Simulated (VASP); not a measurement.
# W and the effect of the functional

The cell as given:

The structure is cubic, space group Im-3m (No. 229). The conventional cell has a = 3.165 Å, b = 3.165 Å, c = 3.165 Å, α = 90.00°, β = 90.00°, γ = 90.00°. W (site symmetry m-3m) is surrounded by 8 W at 2.74 Å.

Kept alike: task relaxation of cell and atoms; k mesh 12 × 12 × 12; occupations fermi-dirac, width 0.05 eV; no spin polarisation. Program: VASP, PAW files W_sv, 600 eV. The mesh is that of the run's cell of 1 atom. No spin-orbit coupling.

```csv
functional,volume (Å³/atom)
AM05,15.652
BLYP,16.773
LDA,15.489
PBE,16.178
PBEsol,15.733
PW91,16.248
RPBE,16.378
SCAN,15.659
optB88-vdW,16.153
r2SCAN,15.985
revPBE,16.321
vdW-DF-cx,15.797
```

The relaxations keep at least the cell's symmetry (Im-3m). For a metal such a mesh leaves the last digits unconverged. Relaxations stop with a little pressure left, so the last digits of a volume or edge aren't settled. Potentials were made for PBE (AM05, BLYP, PBE, PBEsol, PW91, RPBE, SCAN, optB88-vdW, r2SCAN, revPBE, vdW-DF-cx); LDA (LDA).

What does the functional change here?

The volume runs from 15.489 (LDA) to 16.773 Å³/atom (BLYP). From PBE: AM05 -0.526; BLYP +0.595; LDA -0.689; PBEsol -0.445; PW91 +0.070; RPBE +0.200; SCAN -0.519; optB88-vdW -0.025; r2SCAN -0.193; revPBE +0.143; vdW-DF-cx -0.381. Measured: 15.8 Å³/atom (arxiv:2311.02034); nearest vdW-DF-cx, 0.00 Å³/atom off. The runs are for a static lattice.

The volumes largely follow how strongly each functional rewards density gradients. LDA binds tungsten too tightly. Gradient-corrected exchange favours the more inhomogeneous density of separated atoms, which weakens the bonds and expands the lattice. The cleanest evidence is the step from PBE to revPBE and RPBE, where only the exchange changes and the volume grows. PBEsol and AM05, built to describe slowly varying densities and surfaces, fall between LDA and PBE. BLYP gives the largest volume, probably in part because its correlation doesn't recover the uniform electron gas, a poor starting point for a metal. The strong bonding of a roughly half-filled d band makes tungsten stiff, which helps limit the spread.

Nonlocal correlation doesn't by itself fix the volume: optB88-vdW stays close to PBE while vdW-DF-cx is clearly smaller, so the accompanying exchange matters as much. The near-exact match of vdW-DF-cx with the measured volume doesn't establish it as the best functional here, since zero-point and thermal expansion would raise its value slightly and bring PBEsol closer to experiment.
